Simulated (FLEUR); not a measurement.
The system is GaN.

```
Ga N
1.0
     3.18000    0.00000    0.00000
    -1.59000    2.75396    0.00000
     0.00000    0.00000    5.16600
Ga N
2 2
Direct
  0.66667 0.33333 0.50000
  0.33333 0.66667 0.00000
  0.66667 0.33333 0.87500
  0.33333 0.66667 0.37500
```

Base run:

* Program: FLEUR MaX-R8.1 (later development tree)
* Functional: RPBE
* Potentials or basis: all-electron
* Basis: FLAPW
* Kmax: 5.1 1/bohr
* k mesh: 10 × 10 × 5
* Occupations: fermi-dirac, width 0.05 eV
* Spin: no spin polarisation

Its results: band gap on the k mesh 2.10 eV, direct.

The run is repeated on the same cell with these changes: functional from RPBE to r2SCAN. What comes out?

Band gap on the k mesh 2.41 eV, direct.

r2SCAN gives the wider gap, since meta-GGAs in the generalised Kohn-Sham scheme recover part of the derivative discontinuity.

Caveats: the meta-GGA is that of a development version, with a GGA for the radial functions and cores and without core tails (some runs).

Not every run made on this cell is shown here.
